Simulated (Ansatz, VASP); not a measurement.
**Ge: VASP beside Ansatz**

The input INCAR:

```
SYSTEM = Ge
PREC = Accurate
ENCUT = 520
EDIFF = 1E-6
ISMEAR = -1
SIGMA = 0.05
LREAL = .False.
LASPH = .True.
NELM = 100
ALGO = Normal
ISIF = 2
LWAVE = .False.
LCHARG = .False.
GGA = PS
NBANDS = 21
```

The input KPOINTS:

```
regular mesh
0
Gamma
  13 13 13
  0 0 0
```

Contents of POSCAR:

```
Ge
1.0
    0.0000000000      2.7195630688      2.7195630688
    2.7195630688      0.0000000000      2.7195630688
    2.7195630688      2.7195630688      0.0000000000
Ge
2
Direct
   -0.1250000000     -0.1250000000     -0.1250000000
    0.1250000000      0.1250000000      0.1250000000
```

Input for Ansatz:

```yaml
crystal:
  lattice:
    - [0.0, 2.7195630688, 2.7195630688]
    - [2.7195630688, 0.0, 2.7195630688]
    - [2.7195630688, 2.7195630688, 0.0]
  atoms:
    - { symbol: Ge, position: [-0.125, -0.125, -0.125] }
    - { symbol: Ge, position: [0.125, 0.125, 0.125] }
kpoints:
  mp_grid: { grid: [13, 13, 13] }
scf:
  occupations: { method: fermi_dirac, width: 0.05 }
hamiltonian:
  xc: pbesol
  pseudopotentials: { kind: all_electron, lapw: { basis_error: 0.001 } }
output:
  forces: true
  stress: true
  eigenvalues: true
  populations: true
```

Change from the starting cell: volume scaled by 0.88, LAPW.

Alike in both runs: task single point; functional PBEsol; k mesh 13 × 13 × 13; occupations fermi-dirac, width 0.05 eV; no spin polarisation.

|  | VASP | Ansatz |
| --- | --- | --- |
| version | VASP 6.6.1 | Ansatz 0.2.0 |
| potentials or method | VASP PAW PBE potentials, release 64 (Ge_d) | all-electron LAPW, scalar-relativistic |
| plane-wave cutoff (eV) | 520 | see its input |

```csv
,VASP,Ansatz,Ansatz less VASP
pressure (GPa),11.6,11.7,+0.09
```

Ansatz ran all-electron here, so the differences hold the error of VASP's frozen core and of both bases.

Caveats: the PAW data sets were made with another functional, which shifts forces and pressure a little (VASP); an odd mesh through Γ misses points on the zone boundary, where band edges often lie.
